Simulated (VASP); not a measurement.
**Cu: relaxation of cell and atoms with LDA**

The system is Cu.

```
Cu
1.0
     0.00000    1.80750    1.80750
     1.80750    0.00000    1.80750
     1.80750    1.80750    0.00000
Cu
1
Direct
  0.00000 0.00000 0.00000
```

- Program: VASP 6.6.1
- Task: relaxation of cell and atoms
- Functional: LDA
- Potentials or basis: VASP PAW LDA potentials, release 64 (Cu)
- Cutoff: 600 eV
- k mesh: 18 × 18 × 18
- Occupations: methfessel-paxton, width 0.1 eV
- Spin: no spin polarisation
- Target pressure: 7.3 GPa
- Further INCAR settings: ALGO = Normal; EDIFF = 1e-06; IBRION = 2; EDIFFG = -0.01; NSW = 90; ISIF = 3
- Target pressure: 7.3 GPa

* Relaxed volume: 10.55 Å³/atom
* Relaxed cell: a = 2.462 Å, b = 2.462 Å, c = 2.462 Å, α = 60.00°, β = 60.00°, γ = 60.00°
* Space group after relaxing (to 0.05 Å): Fm-3m (No. 225)
* Energy change on relaxing (the enthalpy is what falls): -24.8 meV/atom
* Ionic steps: 4
* Pressure after relaxing: 7.4 GPa
* Band gap on the k mesh: none (metal or under the smearing width)

Step by step:
```tsv
step	energy change (eV)	largest force (eV/Å)	pressure (GPa)	volume (Å³)
1	0.0000	0.0000	-11.54	11.81
2	0.0906	0.0000	33.53	9.59
3	-0.0259	0.0000	6.89	10.57
4	-0.0248	0.0000	7.37	10.55
```

Final structure:
```
Cu
1.0
     0.00000    1.74064    1.74064
     1.74064    0.00000    1.74064
     1.74064    1.74064    0.00000
Cu
1
Direct
  0.00000 0.00000 0.00000
```

Levels at points of the mesh, in eV from the Fermi level:
```
           k point  band 3  band 4  band 5  band 6  band 7  band 8  band 9
(0.00, 0.00, 0.00)   -3.40   -3.40   -2.40   -2.40   23.60   26.99   26.99
(0.50, 0.00, 0.00)   -3.44   -1.73   -1.73   -1.28    4.37   22.07   23.76
(0.50, 0.50, 0.00)   -1.74   -1.56   -1.56    1.44    7.98   13.94   13.94
```

Wall time 21 s on 1 thread of Intel(R) Xeon(R) 6975P-C (Granite Rapids), with other jobs on the host, peak memory 0.14 GiB.

Caveat: the cell is relaxed towards a set pressure, so the enthalpy falls and the energy may rise. Zero-point motion and thermal expansion aren't in these numbers.
